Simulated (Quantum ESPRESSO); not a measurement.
Runs of Quantum ESPRESSO 7.5 on SnSe2. Symmetry: P-3m1, No. 164, trigonal system. The conventional cell has a = 3.811 Å, b = 3.811 Å, c = 6.136 Å, α = 90.00°, β = 90.00°, γ = 120.00°. Around Sn (site symmetry -3m) lie 6 Se at 2.68 Å. Around Se (site symmetry 3m) lie 3 Sn at 2.68 Å. 

```csv
task,level,potentials or basis,form of the LDA correlation,gap on the mesh (eV),pressure (GPa),V0 of scaled cells (Å³/atom),B0 (GPa),largest force (eV/Å)
equation of state,LDA,GBRV 1.5 LDA,PZ81,-,-,(b),69,-
band structure,PBEsol,GBRV 1.5 PBEsol,-,0.73,2.5,-,-,0.61
band structure,LDA,GBRV 1.5 LDA,PZ81,0.66,0.8,-,-,(a)
single point,PBEsol,GBRV 1.5 PBEsol,-,0.73,2.5,-,-,0.61
equation of state,PBEsol,GBRV 1.5 PBEsol,-,-,-,26.67,65,-
```

Alike in all rows: no spin polarisation; cell as given; k mesh 8 × 8 × 5; cutoff (eV) 925; smearing fermi-dirac 0.05 eV.

Question: Estimate the missing entries.

Answer: (a) 0.50; (b) 26.04.

Caveats: spin-orbit coupling is left out, which moves the levels of the heavy elements (some runs); this functional lacks dispersion, which binds the layers, so the pressure and a relaxed spacing across them are unreliable (some runs); the cell was scaled at fixed shape and fractional positions, which overstates the stiffness of a crystal with free parameters, most of all of layers and chains (some runs); some levels on the path didn't converge (some runs); an odd mesh through Γ misses points on the zone boundary, where band edges often lie (some runs).

A k mesh can miss the band edges, and the runs leave out spin-orbit coupling on Se, Sn.
